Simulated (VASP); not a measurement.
# ZnO (zincite) (P6_3mc) in VASP: notebook, part 2 of 2

VASP 6.6.1. The steps go on from the part before.

## 4. Single point, PBE

Contents of INCAR:

```
SYSTEM = ZnO
PREC     = Accurate       ! precision mode
ENCUT    = 520            ! plane-wave cutoff, eV
EDIFF    = 1E-7           ! SCF threshold, eV
ISMEAR   = 0              ! smearing method
SIGMA    = 0.03           ! smearing width, eV
LREAL    = .FALSE.        ! projectors in reciprocal space
LASPH    = .TRUE.         ! aspherical terms in the spheres
NELM     = 80             ! most SCF steps
ALGO     = Normal         ! electronic algorithm
ISIF     = 2              ! what is computed and relaxed
LWAVE    = .FALSE.        ! write WAVECAR
LCHARG   = .TRUE.         ! write CHGCAR
GGA      = PE             ! functional
LELF     = .TRUE.         ! ELF
LVHAR    = .TRUE.
```

Contents of KPOINTS:

```
Automatic mesh
0
G
  9 9 5
  0 0 0
```

Contents of POSCAR:

```
ZnO
1.0
    3.2493080000      0.0000000000      0.0000000000
   -1.6246540000      2.8139832727      0.0000000000
    0.0000000000      0.0000000000      5.2057090000
Zn O
2 2
Direct
    0.6666666667      0.3333333333      0.0000000000
    0.3333333333      0.6666666667      0.5000000000
    0.3333333333      0.6666666667      0.8790100000
    0.6666666667      0.3333333333      0.3790100000
```

Potentials or basis: VASP PAW PBE potentials, release 64 (Zn, O).

Started as:

```console
$ cat potpaw_PBE.64/Zn/POTCAR potpaw_PBE.64/O/POTCAR > POTCAR
$ mpirun -np 1 vasp_std > vasp.out
```

OUTCAR:

```text
SYSTEM = ZnO
   PREC = Accurate
   ENCUT = 520
   EDIFF = 1E-7
   ISMEAR = 0
   LREAL = .FALSE.
   LASPH = .TRUE.
   NELM = 80
   ISIF = 2
   GGA = PE

 ion  position               nearest neighbor table
   1  0.667  0.333  0.000-   4 1.97   3 1.98   3 1.98   3 1.98
   2  0.333  0.667  0.500-   3 1.97   4 1.98   4 1.98   4 1.98
   3  0.333  0.667  0.879-   2 1.97   1 1.98   1 1.98   1 1.98
   4  0.667  0.333  0.379-   1 1.97   2 1.98   2 1.98   2 1.98

  LATTYP: Found a hexagonal cell.
 ALAT       =     3.2493080000
 C/A-ratio  =     1.6020977390

  Lattice vectors:

 A1 = (   3.2493080000,   0.0000000000,   0.0000000000)
 A2 = (  -1.6246540000,   2.8139832727,   0.0000000000)
 A3 = (   0.0000000000,   0.0000000000,   5.2057090000)

Analysis of symmetry for initial positions (statically):
=====================================================================
 Subroutine PRICEL returns:
 Original cell was already a primitive cell.

 Routine SETGRP: Setting up the symmetry group for a
 hexagonal supercell.

 Subroutine GETGRP returns: Found 12 space group operations
 (whereof  6 operations were pure point group operations)
 out of a pool of 24 trial point group operations.

The static configuration has the point symmetry C_3v.
 The point group associated with its full space group is C_6v.

Analysis of symmetry for dynamics (positions and initial velocities):
=====================================================================
 Subroutine PRICEL returns:
 Original cell was already a primitive cell.

 Routine SETGRP: Setting up the symmetry group for a
 hexagonal supercell.

 Subroutine GETGRP returns: Found 12 space group operations
 (whereof  6 operations were pure point group operations)
 out of a pool of 24 trial point group operations.

The dynamic configuration has the point symmetry C_3v.
 The point group associated with its full space group is C_6v.

 Subroutine INISYM returns: Found 12 space group operations
 (whereof  6 operations are pure point group operations),
 and found     1 'primitive' translations

----------------------------------------------------------------------------------------

                                     Primitive cell

  volume of cell :      47.5984

  direct lattice vectors                    reciprocal lattice vectors
     3.249308000  0.000000000  0.000000000     0.307757836  0.177684070  0.000000000
    -1.624654000  2.813983273  0.000000000     0.000000000  0.355368139  0.000000000
     0.000000000  0.000000000  5.205709000     0.000000000  0.000000000  0.192096792

  length of vectors
     3.249308000  3.249308000  5.205709000     0.355368139  0.355368139  0.192096792

  position of ions in fractional coordinates (direct lattice)
     0.666666667  0.333333333  0.000000000
     0.333333333  0.666666667  0.500000000
     0.333333333  0.666666667  0.879010000
     0.666666667  0.333333333  0.379010000

  ion indices of the primitive-cell ions
   primitive index   ion index
                 1           1
                 2           2
                 3           3
                 4           4

----------------------------------------------------------------------------------------

 KPOINTS: Automatic mesh

Automatic generation of k-mesh.
 Grid dimensions read from file:
 generate k-points for:    9    9    5

 Generating k-lattice:

  Cartesian coordinates                     Fractional coordinates (reciprocal lattice)
     0.034195315  0.019742674  0.000000000     0.111111111  0.000000000  0.000000000
     0.000000000  0.039485349  0.000000000     0.000000000  0.111111111  0.000000000
     0.000000000  0.000000000  0.038419358     0.000000000  0.000000000  0.200000000

  Length of vectors
     0.039485349  0.039485349  0.038419358

  Shift w.r.t. Gamma in fractional coordinates (k-lattice)
     0.000000000  0.000000000  0.000000000

 Subroutine IBZKPT returns following result:
 ===========================================

 Found     36 irreducible k-points:

 Following reciprocal coordinates:
            Coordinates               Weight
  0.000000  0.000000  0.000000      1.000000
  0.111111  0.000000  0.000000      6.000000
  0.222222  0.000000  0.000000      6.000000
  0.333333  0.000000  0.000000      6.000000
  0.444444  0.000000  0.000000      6.000000
  0.111111  0.111111  0.000000      6.000000
[... 16 lines left out ...]
  0.333333  0.222222  0.200000     24.000000
  0.333333  0.333333  0.200000      4.000000
 [... further k-points ...]
   k-points           NKPTS =     36   k-points in BZ     NKDIM =     36   number of bands    NBANDS=     22
   number of dos      NEDOS =    301   number of ions     NIONS =      4
   total plane-waves  NPLWV =  23040
   dimension x,y,z NGX =    24 NGY =   24 NGZ =   40
   dimension x,y,z NGXF=    48 NGYF=   48 NGZF=   80
   ions per type =               2   2
   NGX,Y,Z   is equivalent  to a cutoff of  12.28, 12.28, 12.77 a.u.
   NGXF,Y,Z  is equivalent  to a cutoff of  24.56, 24.56, 25.55 a.u.
 SYSTEM =  ZnO
   PREC   = accura    normal or accurate (medium, high low for compatibility)
   ISTART =      0    job   : 0-new  1-cont  2-samecut
   ICHARG =      2    charge: 1-file 2-atom 10-const
   ISPIN  =      1    spin polarized calculation?
   LNONCOLLINEAR =      F non collinear calculations
   LSORBIT =      F    spin-orbit coupling
   LASPH  =      T    aspherical Exc in radial PAW
   ENCUT  =  520.0 eV  38.22 Ry    6.18 a.u.   6.04  6.04  9.68*2*pi/ulx,y,z
   NELM   =     80;   NELMIN=  2; NELMDL= -5     # of ELM steps
   EDIFF  = 0.1E-06   stopping-criterion for ELM
   LREAL  =      F    real-space projection
   EDIFFG = 0.1E-05   stopping-criterion for IOM
   NSW    =      0    number of steps for IOM
   IBRION =     -1    ionic relax: 0-MD 1-quasi-New 2-CG
   NFREE  =      0    steps in history (QN), initial steepest desc. (CG)
   ISIF   =      2    stress and relaxation
   ISYM   =      2    0-nonsym 1-usesym 2-fastsym
   POTIM  = 0.5000    time-step for ionic-motion
   TEBEG  =    0.0;   TEEND  =   0.0 temperature during run
   PSTRESS=    0.0 pullay stress
   NELECT =      36.0000    total number of electrons
   NUPDOWN=      -1.0000    fix difference up-down
   EMIN   =  10.00;   EMAX   =-10.00  energy-range for DOS
   EFERMI =   0.00;   METHOD = LEGACY
   ISMEAR =     0;   SIGMA  =   0.03  broadening in eV -4-tet -1-fermi 0-gaus
   EFERMI_NEDOS =   21; number of points for ismear=-14 and -15
   IALGO  =     38    algorithm
   IMIX   =      4    mixing-type and parameters
     AMIX     =   0.40;   BMIX     =  1.00
     AMIX_MAG =   1.60;   BMIX_MAG =  1.00
  volume/ion in A,a.u.               =      11.90        80.30
  Fermi-wavevector in a.u.,A,eV,Ry     =   1.491574  2.818667 30.270160  2.224794
  Thomas-Fermi vector in A             =   2.604212
   LORBIT       =      0    0 simple, 1 ext, 2 COOP (PROOUT), +10 PAW based schemes
   GGA     = PE    functional components
   LHFCALC =     F    Hartree Fock is set to
   AEXX    =    0.0000 exact exchange contribution
   IVDW    =     0    specifies the selected vdW correction
   LEPSILON=     F    determine dielectric tensor
   LRPA    =     F    only Hartree local field effects (RPA)
 non-spin polarized calculation
 Gauss-broadening in eV      SIGMA  =   0.03
  energy-cutoff  :      520.00
  volume of cell :       47.60
 maximum number of plane-waves:      1308
   NGX = 13   NGY = 13   NGZ = 19

 number of electron      36.0000017 magnetization

 Free energy of the ion-electron system (eV)
  ---------------------------------------------------
  ext. energy  EPLUGINS =         0.00000000
  ---------------------------------------------------
  free energy    TOTEN  =       -17.82215515 eV

  energy without entropy =      -17.82215515  energy(sigma->0) =      -17.82215515

 E-fermi :   1.3224     XC(G=0): -10.9115

 val. band max:        1.2008008183   @ k =   0.0000   0.0000   0.0000
 cond. band min:       1.9907474197   @ k =   0.0000   0.0000   0.0000
 fundamental gap:      0.7899466014
 Fermi energy:         1.3224461142

 k-point     1 :       0.0000    0.0000    0.0000
  band No.  band energies     occupation
      1     -16.8876      2.00000
      2     -16.1564      2.00000
      3      -4.4872      2.00000
      4      -4.4872      2.00000
      5      -4.4477      2.00000
      6      -4.4263      2.00000
[... 574 lines left out ...]
      6      -3.9212      2.00000
[... 14 lines left out ...]
     21       8.9734      0.00000
     22       9.3231      0.00000

 [... further k-points ...]
[... 5 lines left out ...]
  --------------------------------------------------------------------------------------
  -------------------------------------------------------------------------------------
  Total        1.6096015      1.6096015      2.1326817      0.0000000      0.0000000      0.0000000
  in kB       54.1797091     54.1797091     71.7867598      0.0000000      0.0000000      0.0000000
  external PRESSURE =      60.0487260 kB  Pullay stress =       0.0000000 kB

 VOLUME and BASIS-vectors are now :
 -----------------------------------------------------------------------------
  energy-cutoff  :      520.00
  volume of cell :       47.60
      direct lattice vectors                 reciprocal lattice vectors
     3.249308000  0.000000000  0.000000000     0.307757836  0.177684070  0.000000000
    -1.624654000  2.813983273  0.000000000     0.000000000  0.355368139  0.000000000
     0.000000000  0.000000000  5.205709000     0.000000000  0.000000000  0.192096792

 POSITION                                       TOTAL-FORCE (eV/Angst)
 -----------------------------------------------------------------------------------
      1.62465      0.93799      0.00000         0.000000     -0.000000     -0.074088
     -0.00000      1.87599      2.60285        -0.000000     -0.000000     -0.074088
     -0.00000      1.87599      4.57587        -0.000000     -0.000000      0.074088
      1.62465      0.93799      1.97302         0.000000      0.000000      0.074088
 -----------------------------------------------------------------------------------
    total drift:                               -0.000000     -0.000000     -0.000154

  FREE ENERGIE OF THE ION-ELECTRON SYSTEM (eV)
  ---------------------------------------------------
  free  energy   TOTEN  =       -17.8221551538 eV

  energy  without entropy=      -17.8221551538  energy(sigma->0) =      -17.82215515
```

Wall time 19 s (1 thread of AMD EPYC 9R45 (Zen 5), shared host); peak memory 0.15 GiB.

What came out:

```yaml
Free_energy: -17.8222 eV
Pressure: 6.0 GPa
Largest_force: 0.074 eV/Å
Band_gap_on_the_k_mesh: 0.79 eV, direct
```

Forces on the atoms (eV/Å):
```
Zn   0.000  0.000 -0.074
Zn   0.000  0.000 -0.074
O    0.000  0.000  0.074
O    0.000  0.000  0.074
```

Stress tensor (GPa, compression positive):
```
5.42 0.00 0.00
0.00 5.42 0.00
0.00 0.00 7.18
```

## 5. For comparison

An earlier run on the cell as given: functional PBE; potentials or basis VASP PAW PBE potentials, release 64 (Zn, O); cutoff 520 eV; k mesh 9 × 9 × 5; occupations fermi-dirac, width 0.05 eV; no spin polarisation.

* Pressure: 6.0 GPa
* Largest force: 0.074 eV/Å
* Band gap on the k mesh: 0.79 eV, direct

## 6. The runs side by side

```tsv
task	level	cell	cutoff (eV)	smearing	gap on the mesh (eV)	pressure (GPa)	relaxed volume (Å³/atom)	largest force (eV/Å)
relaxation of cell and atoms	PBEsol	relaxed	600	fermi-dirac 0.05 eV	0.69	0.1	11.84	0.01
relaxation of cell and atoms	RPBE	relaxed	600	fermi-dirac 0.05 eV	0.77	-0.1	12.85	0.01
single point	PBE	as given	520	gaussian 0.03 eV	0.79	6.0	-	0.07
single point	PBE	as given	520	fermi-dirac 0.05 eV	0.79	6.0	-	0.07
```

Alike in all rows: potentials or basis VASP PAW PBE potentials, release 64 (Zn, O); no spin polarisation; k mesh 9 × 9 × 5.

Caveats: the PAW data sets were made with another functional, which shifts forces and pressure a little (some runs).

Absolute energies hang on the potentials; compare differences alone.

## 7. How close it comes

Step 4. A measured gap of ZnO is 3.37 eV (quoted in “Electronic structure of alkaline earth and post-transition metal oxides”, 2009, arxiv:0908.1581); the calculated 0.79 eV misses it by -2.58 eV. So large a miss can be the level of theory's own, or it may mean another phase, state or a wrong row. The value is that of PBE, without temperature or zero-point motion. Semilocal functionals fall short of measured gaps as a rule.
